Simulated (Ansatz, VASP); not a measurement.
# MoSeS (2H-MoSSe 4 layers, 2H (AA')): VASP beside Ansatz, part 2 of 2

Wanted: the spread between two codes on one cell, functional and k mesh. The cell is taken from a series of runs on this material, whose earlier steps may have relaxed, scaled, displaced or heated it; both programs get it as it stands.

VASP 6.6.1 and Ansatz 0.2.0.

So far: Set-up; Ansatz: single point, PBE with D3(BJ).

## Step 3: VASP: single point, PBE with D3(BJ)

Level of this step: PBE with D3(BJ), no spin polarisation; plane waves and PAW (Se, Mo_sv, S) (VASP).

The same cell, functional, mesh and smearing now go to VASP, with its own data sets.

Lines of VASP's logs that name or quote its potential files are left out, and so is its time.

INCAR

```
SYSTEM = MoSeS
PREC = Accurate
ENCUT = 400
EDIFF = 1E-06
NELM = 120
ISMEAR = -1
SIGMA = 0.02585
LREAL = .FALSE.
ALGO = Normal
GGA = PE
IVDW = 12
NBANDS = 64
LASPH = .TRUE.
LORBIT = 11
LWAVE = .FALSE.
LCHARG = .FALSE.
ISIF = 2
LDIPOL = .TRUE.
IDIPOL = 3
DIPOL = 0.5 0.5 0.501
LVHAR = .TRUE.
GGA_COMPAT = .FALSE.
NELMDL = -8
KPAR = 2
```

POSCAR

```
MoSeS
1.0
    3.2133180341      0.0000000000      0.0000000000
   -1.6066590171      2.7828150480      0.0000000000
    0.0000000000      0.0000000000     39.8506484970
Se Mo S
4 4 4
Direct
    0.3333333333      0.6666666667      0.2258432507
    1.0000000000      0.0000000000      0.3815963686
    0.3333333333      0.6666666667      0.5372745664
    1.0000000000      0.0000000000      0.6927961288
    1.0000000000      0.0000000000      0.2687795233
    0.3333333333      0.6666666667      0.4244859739
    1.0000000000      0.0000000000      0.5801621921
    0.3333333333      0.6666666667      0.7356728049
    0.3333333333      0.6666666667      0.3072362085
    1.0000000000      0.0000000000      0.4629081515
    0.3333333333      0.6666666667      0.6185649839
    1.0000000000      0.0000000000      0.7741567493
```

KPOINTS

```
Automatic mesh
0
Gamma
18 18 1
0 0 0
```

Potentials, in the order of the species: Se, Mo_sv and S (PBE family, release 64).

Run with:

```sh
> mpirun -np 2 vasp_std
```

Numbers of over 12 decimals in the logs are rounded to 6 here.

The log of the run:

```text
[banner, memory and clock lines left out]
running    2 mpi-ranks, on    1 nodes
 distrk:  each k-point on    1 cores,    2 groups
 distr:  one band on    1 cores,    1 groups

 POSCAR found type information on POSCAR SeMoS
 POSCAR found :  3 types and      12 ions
 LDA part: xc-table for (Slater+PW92), standard interpolation
 POSCAR, INCAR and KPOINTS ok, starting setup
 FFT: planning ... GRIDC
 FFT: planning ... GRID_SOFT
 FFT: planning ... GRID
 WAVECAR not read
 entering main loop
       N       E                     dE             d eps       ncg     rms          rms(c)
DAV:   1     0.785172983864E+03    0.78517E+03   -0.50670E+04  5896   0.118E+03
DAV:   2    -0.312617493149E+02   -0.81643E+03   -0.79313E+03  5832   0.322E+02
DAV:   3    -0.857736167791E+02   -0.54512E+02   -0.53507E+02  5664   0.736E+01
DAV:   4    -0.881659157200E+02   -0.23923E+01   -0.23795E+01  6448   0.141E+01
DAV:   5    -0.882237312682E+02   -0.57816E-01   -0.57708E-01  5896   0.219E+00
DAV:   6    -0.882262096973E+02   -0.24784E-02   -0.24754E-02  6672   0.428E-01
DAV:   7    -0.882262860691E+02   -0.76372E-04   -0.76305E-04  5640   0.685E-02
DAV:   8    -0.882262903343E+02   -0.42652E-05   -0.42608E-05  5512   0.145E-02    0.421E+01
DAV:   9    -0.846545379525E+02    0.35718E+01   -0.30820E+01  5608   0.245E+01    0.163E+01
DAV:  10    -0.166850645379E+03   -0.82196E+02   -0.33300E+02  7336   0.363E+01    0.674E+01
DAV:  11    -0.917722679668E+02    0.75078E+02   -0.18577E+02  6176   0.172E+01    0.253E+01
DAV:  12    -0.126874352086E+03   -0.35102E+02   -0.66021E+02  7056   0.326E+01    0.404E+01
DAV:  13    -0.933104846762E+02    0.33564E+02   -0.23228E+02  6008   0.227E+01    0.224E+01
DAV:  14    -0.846819574148E+02    0.86285E+01   -0.11184E+02  6128   0.158E+01    0.862E+00
[...]
DAV:  70    -0.833079316932E+02   -0.26529E-05   -0.41372E-04  5776   0.601E-02    0.122E-01
DAV:  71    -0.833079480534E+02   -0.16360E-04   -0.64653E-05  5872   0.321E-02    0.130E-01
DAV:  72    -0.833079602494E+02   -0.12196E-04   -0.19482E-05  5376   0.186E-02    0.131E-01
DAV:  73    -0.833079675177E+02   -0.72682E-05   -0.72511E-06  5440   0.173E-02    0.133E-01
DAV:  74    -0.833079285627E+02    0.38955E-04   -0.26245E-05  6048   0.378E-02    0.136E-01
DAV:  75    -0.833079261446E+02    0.24181E-05   -0.13815E-05  4696   0.101E-02    0.132E-01
DAV:  76    -0.833079323007E+02   -0.61561E-05   -0.38368E-06  4768   0.135E-02    0.130E-01
DAV:  77    -0.833079331900E+02   -0.88926E-06   -0.33996E-06  4736   0.569E-03
   1 F= -.88427653E+02 E0= -.88426957E+02  d E =-.139057E-02
```

OUTCAR, selected parts (step 3):

```text
ion  position               nearest neighbor table
   1  0.333  0.667  0.226-   5 2.52   5 2.52   5 2.52
   2  0.000  0.000  0.382-   6 2.52   6 2.52   6 2.52
   3  0.333  0.667  0.537-   7 2.52   7 2.52   7 2.52
   4  0.000  0.000  0.693-   8 2.52   8 2.52   8 2.52
   5  0.000  0.000  0.269-   9 2.41   9 2.41   9 2.41   1 2.52   1 2.52   1 2.52
   6  0.333  0.667  0.424-  10 2.41  10 2.41  10 2.41   2 2.52   2 2.52   2 2.52
   7  0.000  0.000  0.580-  11 2.40  11 2.40  11 2.40   3 2.52   3 2.52   3 2.52
   8  0.333  0.667  0.736-  12 2.41  12 2.41  12 2.41   4 2.52   4 2.52   4 2.52
   9  0.333  0.667  0.307-   5 2.41   5 2.41   5 2.41
  10  0.000  0.000  0.463-   6 2.41   6 2.41   6 2.41
  11  0.333  0.667  0.619-   7 2.40   7 2.40   7 2.40
  12  0.000  0.000  0.774-   8 2.41   8 2.41   8 2.41

  LATTYP: Found a hexagonal cell.
 ALAT       =     3.2133180341
 C/A-ratio  =    12.4017131433

 Subroutine GETGRP returns: Found  6 space group operations
 (whereof  6 operations were pure point group operations)

The static configuration has the point symmetry C_3v.

 Found     37 irreducible k-points:

   k-points           NKPTS =     37   k-points in BZ     NKDIM =     37   number of bands    NBANDS=     64

   dimension x,y,z NGX =    24 NGY =   24 NGZ =  270
   dimension x,y,z NGXF=    48 NGYF=   48 NGZF=  540

   ENCUT  =  400.0 eV  29.40 Ry    5.42 a.u.   5.24  5.24 64.99*2*pi/ulx,y,z

   NELECT =     104.0000    total number of electrons

 k-points in reciprocal lattice and weights: Automatic mesh
   0.00000000  0.00000000  0.00000000       0.003
   0.05555556 -0.00000000  0.00000000       0.019
   0.11111111 -0.00000000  0.00000000       0.019
   0.16666667 -0.00000000  0.00000000       0.019
   0.22222222 -0.00000000  0.00000000       0.019
   0.27777778  0.00000000  0.00000000       0.019
   0.33333333  0.00000000  0.00000000       0.019
   0.38888889 -0.00000000  0.00000000       0.019
   0.44444444 -0.00000000  0.00000000       0.019
[...]
0.33333333  0.27777778  0.00000000       0.037
   0.33333333  0.33333333  0.00000000       0.006

 dipolmoment           0.000000      0.000000      0.104976 electrons x Angstroem

 average (electrostatic) potential at core
       1 -56.7131       2 -56.2664       3 -55.8359       4 -55.3386       5 -80.1319
       6 -79.6704       7 -79.2396       8 -78.7438       9 -89.8919      10 -89.4502
      11 -89.0155      12 -88.4549

 E-fermi :   2.9833

 k-point     1 :       0.0000    0.0000    0.0000
  band No.  band energies     occupation
    ...
     48       1.6437      2.00000
     49       1.8151      2.00000
     50       2.2177      2.00000
     51       2.5222      2.00000
     52       2.9983      0.71712
     53       4.2432      0.00000
     54       4.2432      0.00000
     55       4.6154      0.00000
     56       4.6154      0.00000
     57       4.6969      0.00000
    ...

 k-point     2 :       0.0556   -0.0000    0.0000
  band No.  band energies     occupation
    ...
     48       1.6031      2.00000
     49       1.8236      2.00000
     50       2.2212      2.00000
     51       2.4910      2.00000
     52       2.9362      1.72175
     53       4.1792      0.00000
     54       4.2898      0.00000
     55       4.4213      0.00000
     56       4.5789      0.00000
     57       4.6343      0.00000
    ...

 k-point     3 :       0.1111   -0.0000    0.0000
  band No.  band energies     occupation
    ...
     48       1.5539      2.00000
     49       1.7058      2.00000
     50       2.1158      2.00000
     51       2.4058      2.00000
     52       2.7511      1.99975
     53       3.9385      0.00000
     54       4.1230      0.00000
     55       4.2681      0.00000
     56       4.4890      0.00000
     57       4.5913      0.00000
    ...

 Edisp (eV)   -5.11972

  Total      -0.29860    -0.29860    -0.22889     0.00000     0.00000    -0.00000
  in kB      -1.34252    -1.34252    -1.02912     0.00000     0.00000    -0.00000
  external pressure =       -1.24 kB  Pullay stress =        0.00 kB

  energy-cutoff  :      400.00
  volume of cell :      356.35
      direct lattice vectors                 reciprocal lattice vectors
     3.213318034  0.000000000  0.000000000     0.311204801  0.179674176  0.000000000
    -1.606659017  2.782815048  0.000000000     0.000000000  0.359348351  0.000000000
     0.000000000  0.000000000 39.850648497     0.000000000  0.000000000  0.025093695

 POSITION                                       TOTAL-FORCE (eV/Angst)
 -----------------------------------------------------------------------------------
     -0.00000      1.85521      9.00000         0.000000     -0.000000     -0.034668
      0.00000      0.00000     15.20686        -0.000000     -0.000000     -0.032507
     -0.00000      1.85521     21.41074         0.000000      0.000000     -0.033668
      0.00000      0.00000     27.60838        -0.000000      0.000000     -0.037612
      0.00000      0.00000     10.71104        -0.000000      0.000000      0.036205
     -0.00000      1.85521     16.91604        -0.000000      0.000000      0.039853
      0.00000      0.00000     23.11984        -0.000000      0.000000      0.033719
     -0.00000      1.85521     29.31704         0.000000     -0.000000      0.044718
     -0.00000      1.85521     12.24356        -0.000000      0.000000     -0.007000
      0.00000      0.00000     18.44719        -0.000000      0.000000     -0.004148
     -0.00000      1.85521     24.65022         0.000000      0.000000     -0.000623
      0.00000      0.00000     30.85065        -0.000000      0.000000     -0.004270
 -----------------------------------------------------------------------------------
    total drift:                                0.000001     -0.000000      0.002655

  FREE ENERGIE OF THE ION-ELECTRON SYSTEM (eV)
  ---------------------------------------------------
  free  energy   TOTEN  =       -88.4276525320 eV

  energy  without entropy=      -88.4262619605  energy(sigma->0) =      -88.42695725

 vacuum level on the upper side and lower side of the slab         8.764         6.635

 total charge
# of ion       s       p       d       tot
------------------------------------------
    1        1.480   2.336   0.065   3.882
    2        1.484   2.332   0.068   3.883
    3        1.484   2.332   0.068   3.883
    4        1.484   2.333   0.068   3.885
    5        2.283   6.206   3.954  12.443
    6        2.283   6.206   3.957  12.446
    7        2.284   6.206   3.959  12.448
    8        2.283   6.206   3.956  12.446
    9        1.362   2.339   0.000   3.702
   10        1.362   2.341   0.000   3.703
   11        1.363   2.340   0.000   3.703
   12        1.361   2.337   0.000   3.698
--------------------------------------------------
tot         20.514  43.514  16.094  80.123

[... 3 further parts left out ...]
```

## Step 4: Differences

Known differences besides the potentials themselves: the data sets hold 144 valence electrons in Ansatz (on its PAW soft_1 files) and 104 in VASP; the cutoff is 420 eV in Ansatz and 400 eV in VASP. Total energies have different zeros and are not compared.

Both answers:

| quantity | Ansatz | VASP | difference |
| --- | --- | --- | --- |
| work function, lower of the two faces (eV) | 3.65 | 3.65 | -0.01 |
| work function, higher of the two faces (eV) | 5.81 | 5.78 | +0.03 |

VASP's last cycles still show a density residual of 1e-02, so its state may not be settled. Where the cell holds vacuum, a pressure given here is an average over it and none of the material.

## Step 5: Results

```yaml
difference_in_work_function_higher_of_the_two_faces_single_point_pbe_with_d3_bj: 0.031 eV
```

The difference in work function, higher of the two faces is 0.031 eV (single point, PBE with D3(BJ)). The data sets hold unlike numbers of valence electrons (144 in Ansatz and 104 in VASP), so part of the differences may come from the potentials. Such differences can come from data sets, numerical settings and the points named under the comparisons, not from the functional's error against experiment.

[Lines on the potential files, build, host, timing and source positions are cut from VASP's logs without a mark.]

[Logs are printed without paths, hosts, clocks, repeated set-up lines and the standing remarks that a program may print on its own settings, such as how far it seeks lower states.]

[Hosts, paths, dates, database ids (printed as entryN), source tags and the programs' standing remarks are cut or masked in the printed files.]
